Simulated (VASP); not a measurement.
GaSb:

```
Sb Ga
1.0
     0.00000    3.05900    3.05900
     3.05900    0.00000    3.05900
     3.05900    3.05900    0.00000
Sb Ga
1 1
Direct
  0.75000 0.75000 0.75000
  0.00000 0.00000 0.00000
```

Program: VASP 6.6.1. Alike in all runs: potentials or basis VASP PAW PBE potentials, release 64 (Sb, Ga_d); cell as given; cutoff (eV) 520. Hardware: 1 thread of Intel(R) Xeon(R) 6975P-C (Granite Rapids), with other jobs on the host.

Q: Order these runs on this cell by their wall time, lowest first.
A. task band structure; level PBEsol; spin SOC, no magnetisation; k mesh 6 × 6 × 6; smearing fermi-dirac 0.05 eV; further INCAR settings ALGO = Normal; EDIFF = 1e-06
B. task band structure; level PW91; spin off; k mesh 8 × 8 × 8; smearing fermi-dirac 0.05 eV; further INCAR settings ALGO = Normal; EDIFF = 1e-07
C. task single point; level PBE; spin off; k mesh 8 × 8 × 8; smearing gaussian 0.011 eV; further INCAR settings ALGO = Normal; EDIFF = 1e-06

A: C (12 s), B (58 s), A (180 s).
